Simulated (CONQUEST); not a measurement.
The system is AlN.

```xyz
4
Lattice="3.0886 0.0000 0.0000 0.0000 3.0886 0.0000 0.0000 0.0000 4.3680" Properties=species:S:1:pos:R:3 pbc="T T T"
Al    0.0261    0.0098    4.3557
Al    1.5704    1.5541    2.1717
N     1.5255    3.0757    1.1007
N     3.0698    1.5313    3.2847
```

The cell comes from a database or a generator and needn't be the stable form of this composition.

The cell isn't the ideal one: atoms moved at random, drawn with an rms of 0.05 Å.

Program: CONQUEST 1.3. Alike in all runs: task single point; level PBE; no spin polarisation; cell atoms moved at random, drawn with an rms of 0.05 Å; k mesh 9 × 9 × 6; smearing fermi-dirac 0.05 eV.

**Question.** Order these runs on this cell by their pressure, lowest first.
A. potentials or basis PseudoDojo NC PBE, DZP, grid cutoff 150 Ha
B. potentials or basis PseudoDojo NC PBE, SZP, grid cutoff 150 Ha
C. potentials or basis PseudoDojo NC PBE, SZ, grid cutoff 150 Ha

**Answer.** A (7.5 GPa), B (10.3 GPa), C (22.7 GPa).

Caveats: the basis of atomic orbitals isn't converged, which shifts pressures, moduli and gaps; the atomic basis is small (some runs); the box holds several primitive cells, so bands are folded and the points are those of the box's own zone (some runs).
